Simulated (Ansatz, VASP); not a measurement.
# One calculation of Si, two programs

```
CELL_PARAMETERS angstrom
0.00000 2.72737 2.72737
2.72737 0.00000 2.72737
2.72737 2.72737 0.00000
ATOMIC_POSITIONS crystal
Si 0.50000 0.50000 0.50000
Si 0.75000 0.75000 0.75000
```

Alike in both runs: task single point; functional PBE; k mesh 14 × 14 × 14; occupations gaussian, width 0.05 eV; no spin polarisation.

|  | VASP | Ansatz |
| --- | --- | --- |
| version | VASP 6.6.1 | Ansatz 0.2.0 |
| potentials or method | VASP PAW PBE potentials, release 64 (Si) | scalar-relativistic, plane waves, PAW |
| plane-wave cutoff (eV) | 520 | 600 |
| valence electrons in the cell | 8 | 8 |

```csv
,VASP,Ansatz,Ansatz less VASP
gap on the k mesh at the Fermi level (eV),0.60,0.60,-0.002
least direct gap on the mesh (eV),2.56,2.56,-0.005
pressure (GPa),0.7,0.8,+0.08
```

A k mesh can miss the band edges. As with any semilocal functional, this PBE gap is likely too small.
